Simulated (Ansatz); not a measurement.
## Ge: pressure against volume

Ge, Fd-3m, a = 5.675 Å. Ansatz: r2SCAN, PAW, 500 eV, Γ-centred 12×12×12 mesh on 2 atoms, Gaussian smearing 0.02 eV; no spin polarisation. Symmetry fixes shape and atoms, so the cell is only scaled; pressure is positive in compression.

| V (Å³/atom) | P (GPa) |
| --- | --- |
| 20.104 | 12.30 |
| 20.790 | 8.39 |
| 21.475 | 5.11 |
| 22.161 | 2.33 |
| 22.846 | 0.00 |
| 23.531 | ? |
| 24.217 | -3.57 |
| 25.131 | -5.36 |

Problem. Take V0 = 22.846 Å³/atom, fit the third-order Birch–Murnaghan form to the other rows, and predict the missing pressure.

Solution. With the Eulerian strain f = ½[(V0/V)^(2/3) − 1] and y = P/[3f(1 + 2f)^(5/2)], the form is the line y = B0 + 1.5 B0 (B0′ − 4) f. Rows (f, y): 0.04449, 74.5; 0.03244, 73.7; 0.02106, 73.0; 0.01025, 72.0; -0.01905, 68.8; -0.03079, 68.0. Means f = 0.009733, y = 71.667; Σ(Δf)² = 0.004323, ΣΔfΔy = 0.3910; the slope is their ratio. y = 70.79 + 90.46 f GPa, so B0 = 70.8 GPa and B0′ = 4 + 2 × (90.46)/(3 × 70.79) = 4.85. At V = 23.531, f = -0.00975, y = 69.91 and P = -1.95 GPa. The run gave -1.96 GPa, so the fit is 0.01 GPa too high, within the rms miss on the fitted rows (0.03 GPa). Note that the gap is open there and closed in the run one row down.